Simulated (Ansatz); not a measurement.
**How far is PAW off for Sb?**

```xyz
2
Lattice="2.1721 1.2541 3.7440 -2.1721 1.2541 3.7440 0.0000 -2.5081 3.7440" Properties=species:S:1:pos:R:3 pbc="T T T"
Sb    0.0000    0.0000    2.6242
Sb    0.0000    0.0000    8.6078
```

Atoms are numbered in the order listed.

The structure is an experimental refinement, used without relaxation. The listed cell was then made from it by scaling, straining or moving an atom.

No spin–orbit coupling, which matters for the heavy atoms here.

Methods: DFT, PBE, PAW with Ansatz's default frozen-core files, scalar-relativistic (Ansatz 0.2.0); DFT, PBE, all-electron PAW with datasets made for the crystal, scalar-relativistic (Ansatz 0.2.0); DFT, PBE, all-electron LAPW, scalar-relativistic (Ansatz 0.2.0).

For PAW: a Γ-centred 9×9×9 k mesh, Fermi–Dirac smearing of 0.05 eV, cutoff 420 eV, no spin polarisation. The crystal-made all-electron datasets (AE datasets) take a cutoff of 140 eV at this cell. LAPW targets a basis error of 0.5 meV/atom. The Ansatz runs share mesh, smearing and spin set-up. Plane-wave (PAW) pressures include the program's estimate of the Pulay term.

Stress and pressure are positive in compression.

The change that made this cell: equal xx and yy strain of +1 %.

```json
{"quantity": "pressure (GPa)", "PAW": "1.83", "AE datasets": "1.84", "LAPW": "1.84"}
{"quantity": "stress xx (GPa)", "PAW": "1.79", "AE datasets": "1.79", "LAPW": "1.79"}
{"quantity": "stress zz (GPa)", "PAW": "1.92", "AE datasets": "1.92", "LAPW": "1.93"}
{"quantity": "force on Sb1, z (eV/Å)", "PAW": "0.110", "AE datasets": "0.110", "LAPW": "0.110"}
```
